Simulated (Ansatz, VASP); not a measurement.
## KBr in VASP and in Ansatz

```
CELL_PARAMETERS angstrom
0.00000 2.96434 2.96434
2.96434 0.00000 2.96434
2.96434 2.96434 0.00000
ATOMIC_POSITIONS crystal
K 0.00000 0.00000 0.00000
Br 0.50000 0.50000 0.50000
```

Alike in both runs: task relaxation of cell and atoms; functional PBE; k mesh 12 × 12 × 12; occupations fermi-dirac, width 0.05 eV; no spin polarisation.

```csv
,VASP,Ansatz
version,VASP 6.6.1,Ansatz 0.2.0
potentials or method,"VASP PAW PBE potentials, release 64 (K_sv, Br)","PAW with Ansatz's default frozen-core files, scalar-relativistic"
plane-wave cutoff (eV),600,420
valence electrons in the cell,16,16
```

```csv
,VASP,Ansatz,Ansatz less VASP
relaxed volume (Å³/atom),37.81,37.62,-0.189
relaxed cell length with the largest relative difference (Å),4.746,4.739,-0.0079
energy change over the relaxation (meV/atom),-315,-308,+6.5
```

Caveats: the volume moved by over 15 % at a fixed basis, so the end points are rough (VASP). A k mesh can miss the band edges.
